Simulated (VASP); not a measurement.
# Si (I4/mmm) in VASP: notebook

One crystal, Si, is run at these levels: PBE+D3(BJ); tasks: single point.

Program: VASP 6.6.1. These are calculated values, not measurements. Logs are shortened: lines on timing, memory, paths and dates and some standing lists are left out, and cuts for length are marked.

## (1) The cell of the first run

It takes space group I4/mmm (No. 139, tetragonal). Conventional cell: a = 2.702 Å, b = 2.702 Å, c = 4.204 Å, α = 90.00°, β = 90.00°, γ = 90.00°. Si (site symmetry 4/mmm) is surrounded by 12 Si at 2.70 to 2.84 Å.

This isn't the form of Si at room conditions, which is diamond.

## (2) Single point, PBE+D3(BJ) (strain +0.1000 x Voigt [0, 0, 1, 0, 0, 0], atoms carried along)

INCAR reads:

```
SYSTEM = Si
PREC = Accurate
ENCUT = 520
EDIFF = 1E-7
ISMEAR = 0
SIGMA = 0.15
LREAL = .FALSE.
LASPH = .TRUE.
NELM = 100
ALGO = Fast
ISIF = 2
LWAVE = .FALSE.
LCHARG = .TRUE.
GGA = PE
IVDW = 12
LELF = .TRUE.
LVHAR = .TRUE.
NBANDS = 8
```

KPOINTS reads:

```
regular mesh
0
G
  22 22 22
  0 0 0
```

POSCAR reads:

```
Si
1.0
    0.0000000000      1.9108305409      2.1019135950
    1.9108305409      0.0000000000      2.1019135950
    1.9108305409      1.9108305409      0.0000000000
Si
1
Direct
    0.0000000000      0.0000000000      0.0000000000
```

Potentials or basis: VASP PAW PBE potentials, release 64 (Si).

The run is started by

```
$ cat potpaw_PBE.64/Si/POTCAR > POTCAR
$ mpirun -np 1 vasp_std > vasp.out
```

OUTCAR:

```text
SYSTEM = Si
   PREC = Accurate
   ENCUT = 520
   EDIFF = 1E-7
   ISMEAR = 0
   LREAL = .FALSE.
   LASPH = .TRUE.
   NELM = 100
   ISIF = 2
   GGA = PE
   IVDW = 12
 IVDW          = 12

 ion  position               nearest neighbor table
   1  0.000  0.000  0.000-

  LATTYP: Found a body centered tetragonal cell.
 ALAT       =     2.7023224663
 C/A-ratio  =     1.5556349186

  Lattice vectors:

 A1 = (  -1.9108305409,   0.0000000000,   2.1019135950)
 A2 = (   1.9108305409,   0.0000000000,   2.1019135950)
 A3 = (   0.0000000000,   1.9108305409,  -2.1019135950)

Analysis of symmetry for initial positions (statically):
=====================================================================
 Subroutine PRICEL returns:
 Original cell was already a primitive cell.

 Routine SETGRP: Setting up the symmetry group for a
 body centered tetragonal supercell.

 Subroutine GETGRP returns: Found 16 space group operations
 (whereof 16 operations were pure point group operations)
 out of a pool of 16 trial point group operations.

The static configuration has the point symmetry D_4h.

Analysis of symmetry for dynamics (positions and initial velocities):
=====================================================================
 Subroutine PRICEL returns:
 Original cell was already a primitive cell.

 Routine SETGRP: Setting up the symmetry group for a
 body centered tetragonal supercell.

 Subroutine GETGRP returns: Found 16 space group operations
 (whereof 16 operations were pure point group operations)
 out of a pool of 16 trial point group operations.

The dynamic configuration has the point symmetry D_4h.

 Subroutine INISYM returns: Found 16 space group operations
 (whereof 16 operations are pure point group operations),
 and found     1 'primitive' translations

----------------------------------------------------------------------------------------

                                     Primitive cell

  volume of cell :      15.3493

  direct lattice vectors                    reciprocal lattice vectors
     0.000000000  1.910830541  2.101913595    -0.261666322  0.261666322  0.237878475
     1.910830541  0.000000000  2.101913595     0.261666322 -0.261666322  0.237878475
     1.910830541  1.910830541  0.000000000     0.261666322  0.261666322 -0.237878475

  length of vectors
     2.840653819  2.840653819  2.702322466     0.439914420  0.439914420  0.439914420

  position of ions in fractional coordinates (direct lattice)
     0.000000000  0.000000000  0.000000000

  ion indices of the primitive-cell ions
   primitive index   ion index
                 1           1

----------------------------------------------------------------------------------------

 KPOINTS: regular mesh

Automatic generation of k-mesh.
 Grid dimensions read from file:
 generate k-points for:   22   22   22

 Generating k-lattice:

  Cartesian coordinates                     Fractional coordinates (reciprocal lattice)
    -0.011893924  0.011893924  0.010812658     0.045454545  0.000000000  0.000000000
     0.011893924 -0.011893924  0.010812658     0.000000000  0.045454545  0.000000000
     0.011893924  0.011893924 -0.010812658    -0.000000000 -0.000000000  0.045454545

  Length of vectors
     0.019996110  0.019996110  0.019996110

  Shift w.r.t. Gamma in fractional coordinates (k-lattice)
     0.000000000  0.000000000  0.000000000

 Subroutine IBZKPT returns following result:
 ===========================================

 Found    834 irreducible k-points:

 Following reciprocal coordinates:
            Coordinates               Weight
  0.000000  0.000000  0.000000      1.000000
  0.045455 -0.000000  0.000000      8.000000
  0.090909 -0.000000  0.000000      8.000000
  0.136364  0.000000  0.000000      8.000000
  0.181818  0.000000  0.000000      8.000000
  0.227273 -0.000000  0.000000      8.000000
[... 16 lines left out ...]
  0.500000  0.045455  0.000000      8.000000
 -0.454545  0.045455  0.000000      8.000000
 [... further k-points ...]
   k-points           NKPTS =    834   k-points in BZ     NKDIM =    834   number of bands    NBANDS=      8
   number of dos      NEDOS =    301   number of ions     NIONS =      1
   total plane-waves  NPLWV =  11520
   dimension x,y,z NGX =    24 NGY =   24 NGZ =   20
   dimension x,y,z NGXF=    48 NGYF=   48 NGZF=   40
   ions per type =               1
   NGX,Y,Z   is equivalent  to a cutoff of  14.05, 14.05, 12.30 a.u.
   NGXF,Y,Z  is equivalent  to a cutoff of  28.09, 28.09, 24.61 a.u.
 SYSTEM =  Si
   PREC   = accura    normal or accurate (medium, high low for compatibility)
   ISTART =      0    job   : 0-new  1-cont  2-samecut
   ICHARG =      2    charge: 1-file 2-atom 10-const
   ISPIN  =      1    spin polarized calculation?
   LNONCOLLINEAR =      F non collinear calculations
   LSORBIT =      F    spin-orbit coupling
   LASPH  =      T    aspherical Exc in radial PAW
   ENCUT  =  520.0 eV  38.22 Ry    6.18 a.u.   5.28  5.28  5.02*2*pi/ulx,y,z
   NELM   =    100;   NELMIN=  2; NELMDL= -5     # of ELM steps
   EDIFF  = 0.1E-06   stopping-criterion for ELM
   LREAL  =      F    real-space projection
   EDIFFG = 0.1E-05   stopping-criterion for IOM
   NSW    =      0    number of steps for IOM
   IBRION =     -1    ionic relax: 0-MD 1-quasi-New 2-CG
   NFREE  =      0    steps in history (QN), initial steepest desc. (CG)
   ISIF   =      2    stress and relaxation
   ISYM   =      2    0-nonsym 1-usesym 2-fastsym
   POTIM  = 0.5000    time-step for ionic-motion
   TEBEG  =    0.0;   TEEND  =   0.0 temperature during run
   PSTRESS=    0.0 pullay stress
   NELECT =       4.0000    total number of electrons
   NUPDOWN=      -1.0000    fix difference up-down
   EMIN   =  10.00;   EMAX   =-10.00  energy-range for DOS
   EFERMI =   0.00;   METHOD = LEGACY
   ISMEAR =     0;   SIGMA  =   0.15  broadening in eV -4-tet -1-fermi 0-gaus
   EFERMI_NEDOS =   21; number of points for ismear=-14 and -15
   IALGO  =     68    algorithm
   IMIX   =      4    mixing-type and parameters
     AMIX     =   0.40;   BMIX     =  1.00
     AMIX_MAG =   1.60;   BMIX_MAG =  1.00
  volume/ion in A,a.u.               =      15.35       103.58
  Fermi-wavevector in a.u.,A,eV,Ry     =   1.045679  1.976047 14.877219  1.093445
  Thomas-Fermi vector in A             =   2.180485
   LORBIT       =      0    0 simple, 1 ext, 2 COOP (PROOUT), +10 PAW based schemes
   GGA     = PE    functional components
   LHFCALC =     F    Hartree Fock is set to
   AEXX    =    0.0000 exact exchange contribution
   IVDW    =    12    specifies the selected vdW correction
   LEPSILON=     F    determine dielectric tensor
   LRPA    =     F    only Hartree local field effects (RPA)
 non-spin polarized calculation
 RMM-DIIS sequential band-by-band and
 Gauss-broadening in eV      SIGMA  =   0.15
  energy-cutoff  :      520.00
  volume of cell :       15.35
 maximum number of plane-waves:       427
 NGX is ok and might be reduce to    24
   NGX = 11   NGY = 11   NGZ =  9

 number of electron       4.0000000 magnetization

 Free energy of the ion-electron system (eV)
  ---------------------------------------------------
  ext. energy  EPLUGINS =         0.00000000
  ---------------------------------------------------
  free energy    TOTEN  =        -4.88517145 eV

  energy without entropy =       -4.88034078  energy(sigma->0) =       -4.88275611

 E-fermi :   9.3996     XC(G=0): -10.9560

 val. band max:        9.3958401160   @ k =  -0.3636   0.1364   0.3636
 cond. band min:       9.4067181769   @ k =  -0.3636   0.1818   0.4545
 fundamental gap:      0.0108780608
 Fermi energy:         9.3996328399

 k-point     1 :       0.0000    0.0000    0.0000
  band No.  band energies     occupation
      1      -4.5111      2.00000
      2      19.7840      0.00000
      3      19.8687      0.00000
      4      19.8687      0.00000
      5      20.3961      0.00000
      6      21.6389      0.00000
      7      21.6389      0.00000
      8      25.2561      0.00000

 k-point     2 :       0.0455   -0.0000    0.0000
  band No.  band energies     occupation
      1      -4.4531      2.00000
      2      18.7391      0.00000
      3      19.4341      0.00000
      4      19.7043      0.00000
      5      21.1225      0.00000
      6      21.8838      0.00000
      7      21.8880      0.00000
      8      25.0587      0.00000

 k-point     3 :       0.0909   -0.0000    0.0000
  band No.  band energies     occupation
      1      -4.2792      2.00000
      2      17.0540      0.00000
      3      18.8234      0.00000
      4      19.3728      0.00000
      5      21.8345      0.00000
      6      22.0771      0.00000
      7      22.4649      0.00000
      8      24.7219      0.00000

 k-point     4 :       0.1364    0.0000    0.0000
  band No.  band energies     occupation
      1      -3.9897      2.00000
      2      15.2311      0.00000
      3      18.2327      0.00000
      4      19.0406      0.00000
      5      21.8462      0.00000
      6      22.3302      0.00000
      7      23.1652      0.00000
      8      24.7737      0.00000

 k-point     5 :       0.1818    0.0000    0.0000
  band No.  band energies     occupation
      1      -3.5851      2.00000
      2      13.3901      0.00000
      3      17.7102      0.00000
      4      18.7654      0.00000
      5      21.4073      0.00000
      6      22.3817      0.00000
      7      23.7968      0.00000
      8      25.4696      0.00000

 k-point     6 :       0.2273   -0.0000    0.0000
  band No.  band energies     occupation
      1      -3.0663      2.00000
      2      11.5848      0.00000
      3      17.2659      0.00000
      4      18.5654      0.00000
      5      20.8221      0.00000
      6      22.3245      0.00000
      7      23.9615      0.00000
      8      26.5450      0.00000

 k-point     7 :       0.2727    0.0000    0.0000
  band No.  band energies     occupation
      1      -2.4344      2.00000
      2       9.8423      0.00003
      3      16.9017      0.00000
      4      18.4446      0.00000
      5      20.2255      0.00000
      6      22.2844      0.00000
      7      23.5083      0.00000
      8      27.3116      0.00000
[... 133 lines left out ...]
 k-point    20 :       0.3636    0.0455    0.0000
  band No.  band energies     occupation
      1      -1.1578      2.00000
      2       7.2892      2.00000
      3      16.2782      0.00000
      4      17.6911      0.00000
      5      19.1934      0.00000
      6      22.1755      0.00000
      7      23.2371      0.00000
      8      27.3626      0.00000

 k-point    21 :       0.4091    0.0455    0.0000
  band No.  band energies     occupation
      1      -0.2435      2.00000
      2       5.7726      2.00000
      3      15.9172      0.00000
      4      17.8057      0.00000
      5      19.0535      0.00000
      6      22.2459      0.00000
      7      22.6051      0.00000
      8      26.7220      0.00000

 k-point    22 :       0.4545    0.0455    0.0000
  band No.  band energies     occupation
      1       0.7677      2.00000
      2       4.3642      2.00000
      3      15.6197      0.00000
      4      17.9915      0.00000
      5      19.0366      0.00000
      6      22.0697      0.00000
      7      22.3717      0.00000
      8      26.1749      0.00000

 k-point    23 :       0.5000    0.0455    0.0000
  band No.  band energies     occupation
      1       1.8036      2.00000
      2       3.1382      2.00000
      3      15.3959      0.00000
      4      18.2293      0.00000
      5      19.1351      0.00000
      6      21.6650      0.00000
      7      22.5272      0.00000
      8      25.7841      0.00000

 k-point    24 :      -0.4545    0.0455    0.0000
  band No.  band energies     occupation
      1       1.6393      2.00000
      2       3.3205      2.00000
      3      15.2538      0.00000
      4      18.4862      0.00000
      5      19.3412      0.00000
      6      21.4294      0.00000
      7      22.6696      0.00000
      8      25.6030      0.00000

 [... further k-points ...]

------------------------ aborting loop because EDIFF is reached ----------------------------------------

 Edisp (eV)   -0.40316

 E8    (eV) :    -0.1646

  FORCE on cell =-STRESS in cart. coord.  units (eV):
  Direction    XX          YY          ZZ          XY          YZ          ZX
  --------------------------------------------------------------------------------------
  -------------------------------------------------------------------------------------
  Total      -0.87642    -0.87642    -0.70634     0.00000     0.00000     0.00000
  in kB     -91.48170   -91.48170   -73.72815     0.00000     0.00000     0.00000
  external pressure =      -85.56 kB  Pullay stress =        0.00 kB

 VOLUME and BASIS-vectors are now :
 -----------------------------------------------------------------------------
  energy-cutoff  :      520.00
  volume of cell :       15.35
      direct lattice vectors                 reciprocal lattice vectors
     0.000000000  1.910830541  2.101913595    -0.261666322  0.261666322  0.237878475
     1.910830541  0.000000000  2.101913595     0.261666322 -0.261666322  0.237878475
     1.910830541  1.910830541  0.000000000     0.261666322  0.261666322 -0.237878475

 POSITION                                       TOTAL-FORCE (eV/Angst)
 -----------------------------------------------------------------------------------
      0.00000      0.00000      0.00000         0.000000     -0.000000      0.000000
 -----------------------------------------------------------------------------------
    total drift:                                0.000000      0.000000     -0.000000

  FREE ENERGIE OF THE ION-ELECTRON SYSTEM (eV)
  ---------------------------------------------------
  free  energy   TOTEN  =        -5.2883304929 eV

  energy  without entropy=       -5.2834998187  energy(sigma->0) =       -5.28591516
```

It took 27 s on 1 thread of Intel Xeon 6975P-C (Granite Rapids), shared host; peak memory 0.21 GiB.

Results:

```
Free energy                : -5.2883 eV
Pressure                   : -8.6 GPa
Band gap on the k mesh     : none (metal or under the smearing width)
Dispersion energy per atom : -0.403 eV
```

Caveat: pairwise dispersion overbinds metals, which lowers pressure and volume.

## (3) Single point, PBE+D3(BJ) (strain +0.0750 x Voigt [0, 0, 1, 0, 0, 0], atoms carried along)

INCAR reads:

```
SYSTEM = Si
PREC = Accurate
ENCUT = 520
EDIFF = 1E-6
ISMEAR = 0
SIGMA = 0.15
LREAL = .FALSE.
LASPH = .TRUE.
NELM = 100
ALGO = Normal
ISIF = 2
LWAVE = .FALSE.
LCHARG = .FALSE.
GGA = PE
IVDW = 12
NBANDS = 8
```

KPOINTS is that of step 2.

POSCAR reads:

```
Si
1.0
    0.0000000000      1.9108305409      2.0541428315
    1.9108305409      0.0000000000      2.0541428315
    1.9108305409      1.9108305409      0.0000000000
Si
1
Direct
    0.0000000000      0.0000000000      0.0000000000
```

Potentials or basis: VASP PAW PBE potentials, release 64 (Si).

The run is started by

```
$ cat potpaw_PBE.64/Si/POTCAR > POTCAR
$ mpirun -np 1 vasp_std > vasp.out
```

It took 21 s on 1 thread of Intel Xeon 6975P-C (Granite Rapids), shared host; peak memory 0.2 GiB.

Results (log left out):

```yaml
Free_energy: -5.3025 eV
Pressure: -7.2 GPa
Band_gap_on_the_k_mesh: none (metal or under the smearing width)
Dispersion_energy_per_atom: -0.413 eV
```

Stress tensor (GPa, compression positive):
```
-8.05  0.00  0.00
 0.00 -8.05  0.00
 0.00  0.00 -5.52
```

Levels at points of the mesh, in eV from the Fermi level:
```csv
k point,band 1,band 2,band 3,band 4,band 5,band 6,band 7
"(0.00, 0.00, 0.00)",-14.13,10.70,10.71,10.71,11.22,12.17,12.17
"(0.50, 0.00, 0.00)",-7.50,-6.72,7.25,9.11,9.66,11.60,13.23
"(0.50, 0.50, 0.00)",-5.78,-5.60,4.00,4.00,4.99,7.66,24.47
"(0.50, 0.00, 0.50)",-4.85,-3.94,2.34,3.04,4.26,6.08,23.74
```

Caveat: pairwise dispersion overbinds metals, which lowers pressure and volume.
